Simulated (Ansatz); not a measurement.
# InP: the cost of one run

Method: DFT PBE, scalar-relativistic, plane waves, PAW, in Ansatz 0.2.0.

The COD entry's cell or inner coordinates are ideal or old and differ from later refinements, so a difference from it is no clean test against experiment.

3 further runs of the same task are left out: 3 set aside as unsound or not needed. Runs told in other sessions of the task aren't counted.

**1. The system as given**

Symmetry: F-43m, No. 216, cubic system. Conventional cell: a = 5.960 Å, b = 5.960 Å, c = 5.960 Å, α = 90.00°, β = 90.00°, γ = 90.00°. In (site symmetry -43m) has 4 P at 2.58 Å in its first shell of neighbours. P (site symmetry -43m) has 4 In at 2.58 Å in its first shell of neighbours.

Coordinates:

```
In P
1.0
     2.98003   -2.98003    0.00000
     2.98003    0.00000   -2.98003
     5.96007    5.96007    5.96007
In P
3 3
Cartesian
  5.9601 0.0000 0.0000
  0.0000 0.0000 0.0000
  5.9601 2.9800 2.9800
  4.4701 -1.4900 -1.4900
  10.4301 1.4900 1.4900
  4.4701 1.4900 1.4900
```

It is built from the cell relaxed beforehand with the same method (26.46 Å³/atom).

**2. The undisturbed cell**

input.yaml

```yaml
crystal:
  lattice:
    - [2.980034201, -2.980034201, 0.0]
    - [2.980034201, 0.0, -2.980034201]
    - [5.960068402, 5.960068402, 5.960068402]
  atoms:
    - { symbol: In, position: [0.6666666667, 0.6666666667, 0.3333333333] }
    - { symbol: In, position: [0.0, 0.0, 0.0] }
    - { symbol: In, position: [0.3333333333, 0.3333333333, 0.6666666667] }
    - { symbol: P, position: [0.6666666667, 0.6666666667, 0.0833333333] }
    - { symbol: P, position: [1.0, 1.0, 0.75] }
    - { symbol: P, position: [0.3333333333, 0.3333333333, 0.4166666667] }
basis:
  ecutwfc: 420
kpoints:
  mp_grid: { grid: [9, 9, 4] }
hamiltonian:
  xc: pbe
scf:
  occupations: { method: gaussian, width: 0.05 }
output:
  forces: true
  stress: true
  eigenvalues: true
  write_density: true
  write_potential: true
  elf: true
  volumetric_format: npy
```

Command:

```bash
$ ansatz run input.yaml --threads 2 --pin off --max-ram 5120MiB --backend cpu --events-out ev --progress --plain --runs-dir out
```

Q: Estimate wall time and peak memory on 2 threads of Arm Neoverse V2, shared host.

About 13 s, with a peak of 0.47 GiB.
